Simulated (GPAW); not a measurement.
The system is CuO.

```
CELL_PARAMETERS angstrom
3.42205 0.00000 0.00000
0.00000 3.42205 0.00000
0.00000 0.00000 4.26046
ATOMIC_POSITIONS crystal
Cu 0.00000 0.50000 0.00000
Cu 0.50000 0.00000 0.50000
O 0.00000 0.00000 0.25000
O 0.00000 0.00000 0.75000
```

Measurements of this composition are mostly on another form, of space group No. 15.

Base run:

```yaml
Program: GPAW 26.7.0
Functional: LDA
Potentials_or_basis: the program's PAW data sets (release 1.2.1) made for this functional
Cutoff: 800 eV
Basis: pw
k_mesh: 6 × 6 × 5
Occupations: fermi-dirac, width 0.05 eV
Spin: no spin polarisation
```

Its results: pressure -13.2 GPa.

Problem. After a change of settings the same cell gave: pressure 1.8 GPa. Which change was it?
A. functional from LDA to r2SCAN; potentials or basis from the program's PAW data sets (release 1.2.1) made for this functional to GPAW PAW data sets (gpaw-data 1.2.1)
B. functional from LDA to revPBE
C. functional from LDA to SCAN; potentials or basis from the program's PAW data sets (release 1.2.1) made for this functional to GPAW PAW data sets (gpaw-data 1.2.1)
D. functional from LDA to AM05; potentials or basis from the program's PAW data sets (release 1.2.1) made for this functional to PAW data sets generated in the run's folder for this functional

Solution. B.

revPBE binds less tightly than LDA, so the same cell stands under more pressure.

Caveats: with this Cu data set, volumes or pressures lay over 1.5 % or 2 GPa off other programs in two to four cells of ten; the run has no spin polarisation, though such a crystal can be magnetic.

Runs at the PBE level aren't shown here.
